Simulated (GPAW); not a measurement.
Crystal: SnTe.

```
Te Sn
1.0
     0.00000    3.15085    3.15085
     3.15085    0.00000    3.15085
     3.15085    3.15085    0.00000
Te Sn
1 1
Direct
  0.50000 0.50000 0.50000
  0.00000 0.00000 0.00000
```

Base run:

| Quantity | Value |
| --- | --- |
| Program | GPAW 26.7.0 |
| Functional | PBE |
| Potentials or basis | GPAW PAW data sets (gpaw-data 1.2.1) |
| Cutoff | 450 eV |
| Basis | pw |
| k mesh | 6 × 6 × 6 |
| Occupations | fermi-dirac, width 0.05 eV |
| Spin | no spin polarisation |

Its results: band gap on the k mesh 0.11 eV, direct; pressure 1.2 GPa.

Question: The run is repeated on the same cell with these changes: functional from PBE to LDA; potentials or basis from GPAW PAW data sets (gpaw-data 1.2.1) to the program's PAW data sets (release 1.2.1) made for this functional. What comes out?

Answer: Band gap on the k mesh 0.11 eV, direct; pressure -2.6 GPa.

Caveats: the cutoff is short for stress and forces, so pressures can be off by a GPa or more; spin-orbit coupling is left out, which moves the levels of the heavy elements.

A k mesh can miss the band edges.
